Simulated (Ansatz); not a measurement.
**SiO2 (P6_422) under several functionals**

Plane-wave DFT in Ansatz with scalar-relativistic PAW potentials. The same structure was relaxed (cell and atoms, symmetry kept) in separate runs at each level. This form isn't the usual stable structure of the compound. No spin polarisation.

**Question.** How do the levels LDA, PBE, PBEsol, r2SCAN compare?

**Answer.**
| level | cutoff (eV) | k mesh | V (Å³/atom) | a (Å) | c (Å) | gap (eV) | B0 (GPa) |
| --- | --- | --- | --- | --- | --- | --- | --- |
| LDA | 420 | 6×6×4 | 13.497 | 5.039 | 5.525 | 5.49 | 137 |
| r2SCAN | 500 | 6×6×4 | 13.650 | 5.060 | 5.541 | 6.29 | 144 |
| PBEsol | 420 | 6×6×4 | 13.804 | 5.080 | 5.558 | 5.55 | – |
| PBE | 420 | 6×6×4 | 14.008 | 5.105 | 5.585 | 5.54 | 132 |

The usual order of volumes, LDA < PBEsol < PBE, holds here (13.497, 13.804, 14.008 Å³/atom). As a rule LDA overbinds; PBEsol, built on the gradient expansion of slowly varying densities, lies between LDA and PBE; PBE's stronger gradient term for exchange weakens bonds. r2SCAN lies 2.6 % under PBE in volume. B0 goes from 137.3 to 132.1 GPa as the volume grows by 3.8 %; on one curve with B' = 2.0 the volume alone, B ∝ V^(−B'), would give 127.4 GPa, and the rest of the difference is the functional's own stiffness. Each gap belongs to its own cell, so it mixes the functional's effect with that of the volume; gaps are the least found on the k mesh or on a band path.